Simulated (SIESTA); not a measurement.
The system is W.

```
CELL_PARAMETERS angstrom
0.00000 2.03000 2.03000
2.03000 0.00000 2.03000
2.03000 2.03000 0.00000
ATOMIC_POSITIONS crystal
W 0.00000 0.00000 0.00000
```

This isn't the form of W at room conditions, which is bcc.

Base run:

```yaml
Program: SIESTA 5.4.2
Functional: PBEsol
Potentials_or_basis: PseudoDojo 0.4 standard (PBEsol files)
Basis: DZP (energy shift 0.003 Ry; two zetas on semicore shells)
Grid_cutoff: 800 Ry
Energy_shift: 0.003 Ry
k_mesh: 11 × 11 × 11
Occupations: fermi-dirac, width 0.05 eV
Spin: no spin polarisation
```

Its results: band gap on the k mesh none (metal or under the smearing width); pressure -9.8 GPa.

Question: The run is repeated on the same cell with these changes: functional from PBEsol to LDA; potentials or basis from PseudoDojo 0.4 standard (PBEsol files) to PseudoDojo 0.4 standard (LDA files). What comes out?

Answer: Band gap on the k mesh none (metal or under the smearing width); pressure -15.7 GPa.

Caveats: short orbitals over semicore shells can move pressures by several GPa; the basis of atomic orbitals isn't converged, which shifts pressures, moduli and gaps.
